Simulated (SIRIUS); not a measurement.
Wanted: the native input for a SIRIUS 7.12.0 run.

```
Task                : single point
Functional          : PBE
Potentials or basis : GBRV 1.5 PBE (ultrasoft)
Cutoff              : 557 eV
Density cutoff      : 5442 eV
k mesh              : 11 × 11 × 11
Occupations         : fermi-dirac, width 0.05 eV
Spin                : no spin polarisation
Libxc names         : ["XC_GGA_X_PBE", "XC_GGA_C_PBE"]
Energy tol          : 1e-08 Ha
Density tol         : 1e-06
Mixer               : anderson
Mixing beta         : 0.7
Max scf             : 100
```

Ag:

```
Ag
1.0
     0.00000    2.04275    2.04275
     2.04275    0.00000    2.04275
     2.04275    2.04275    0.00000
Ag
1
Direct
  0.00000 0.00000 0.00000
```

One way to write it, as run:

sirius.json

```json
{
  "control": {
    "processing_unit": "cpu",
    "verbosity": 2,
    "num_bands_to_print": 17,
    "print_forces": true,
    "print_stress": true
  },
  "parameters": {
    "electronic_structure_method": "pseudopotential",
    "xc_functionals": ["XC_GGA_X_PBE", "XC_GGA_C_PBE"],
    "gk_cutoff": 6.4,
    "pw_cutoff": 20.0,
    "ngridk": [11, 11, 11],
    "shiftk": [0, 0, 0],
    "smearing": "fermi_dirac",
    "smearing_width": 0.0018374661,
    "num_bands": 17,
    "num_mag_dims": 0,
    "num_dft_iter": 100,
    "energy_tol": 1e-08,
    "density_tol": 1e-06
  },
  "iterative_solver": {
    "type": "davidson",
    "min_tolerance": 1e-10
  },
  "mixer": {
    "type": "anderson",
    "beta": 0.7,
    "max_history": 8
  },
  "settings": {
    "tol_ne": 1e-10
  },
  "unit_cell": {
    "lattice_vectors": [
      [0.0, 3.860238041079, 3.860238041079],
      [3.860238041079, 0.0, 3.860238041079],
      [3.860238041079, 3.860238041079, 0.0]
    ],
    "atom_coordinate_units": "lattice",
    "atom_types": ["Ag"],
    "atom_files": {
      "Ag": "Ag.json"
    },
    "atoms": {
      "Ag": [
        [0.0, 0.0, 0.0]
      ]
    }
  }
}
```

Potentials or basis: GBRV 1.5 PBE (ultrasoft).

Run with:

```sh
$ upf_to_json ag_pbe_v1.4.uspp.F.UPF
$ OMP_NUM_THREADS=1 sirius.scf --input=sirius.json --output=out.json --task=0
```

Results of the run:

The pressure is 2.7 GPa. The band gap on the k mesh is none (metal or under the smearing width).

Wall time 7.6 s on 1 thread of Intel(R) Xeon(R) 6975P-C (Granite Rapids), on a shared host, peak memory 0.17 GiB.
